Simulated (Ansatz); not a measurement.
The system is ZnS.

```
Zn S
1.0
     0.00000    2.70200    2.70200
     2.70200    0.00000    2.70200
     2.70200    2.70200    0.00000
Zn S
1 1
Direct
  0.75000 0.75000 0.75000
  0.00000 0.00000 0.00000
```

Base run:

* Program: Ansatz 0.2.0
* Functional: PBE0
* Potentials or basis: all-electron PAW datasets made for the crystal
* Cutoff: 310 eV (chosen from the basis error)
* k mesh: 6 × 6 × 6
* Occupations: fermi-dirac, width 0.05 eV
* Spin: no spin polarisation

Its results: band gap on the k mesh 4.01 eV, direct; pressure 0.7 GPa.

Q: The run is repeated on the same cell with these changes: functional from PBE0 to PBE; cutoff from 310 eV (chosen from the basis error) to 280 eV (chosen from the basis error). What comes out?

A: Band gap on the k mesh 2.11 eV, direct; pressure 1.6 GPa.

PBE0 gives the wider gap, since exact exchange removes part of the self-interaction.

